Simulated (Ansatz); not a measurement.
# A strain series on HfS₂ (CdI2 type): isotropic on every length

HfS₂ in the CdI2 structure, relaxed with r2SCAN+rVV10 in the plane-wave code Ansatz, then strained (isotropic on every length; changes of length per length, axes as in the cell below) with the atoms relaxed again within the symmetry that is left. It is trigonal, P-3m1 (No. 164); a = 3.630 Å, c = 5.878 Å in the conventional setting, 22.36 Å³ an atom. Around Hf lie 6 S at 2.54 Å; around S lie 3 Hf at 2.54 Å. Calculated for a static, non-magnetic cell.

```xyz
3
Lattice="3.6303 0.0000 0.0000 -1.8151 3.1439 0.0000 0.0000 0.0000 5.8784" Properties=species:S:1:pos:R:3 pbc="T T T"
Hf    0.0000    0.0000    0.0000
S     0.0000    2.0960    1.4380
S     1.8151    1.0480    4.4403
```

Gaps are the least over each mesh (PBE 12×12×4, r2SCAN 12×12×4, HSE06 6×6×4 when unstrained) and the special points, which keep their unstrained names.

```
strain (%)  gap, PBE (eV)  gap, r2SCAN (eV)  gap, HSE06 (eV)                edges, HSE06
      -4.0          0.453             0.754            1.191                       Γ → L
      -2.0          0.771             1.081            1.558      (-0.057, 0.026, 0) → L
       0.0          1.027             1.345            1.851  (-0.083, 0.003, 0.003) → L
      +1.0          1.134             1.455            1.973      (-0.109, 0.052, 0) → L
      +4.0          1.390             1.718            2.262              Γ–K (0.22) → L
```

Between zero and the nearest strains the slope of the HSE06 gap against strain is +0.146 eV per percent for negative and +0.122 for positive strain.

No spin-orbit coupling is included; it can move band edges with weight on the heavy atoms by tenths of an eV.

Where an edge lies off the special points, it is a point of the mesh or the k point where a search put PBE's edge or least direct gap, reused for the other functionals, whose own edges may lie a little apart.

Coordinates of k points refer to the reciprocal vectors of the primitive cell of the runs.

The meshes of the hybrids are coarse, so their gaps aren't converged to the digits shown.
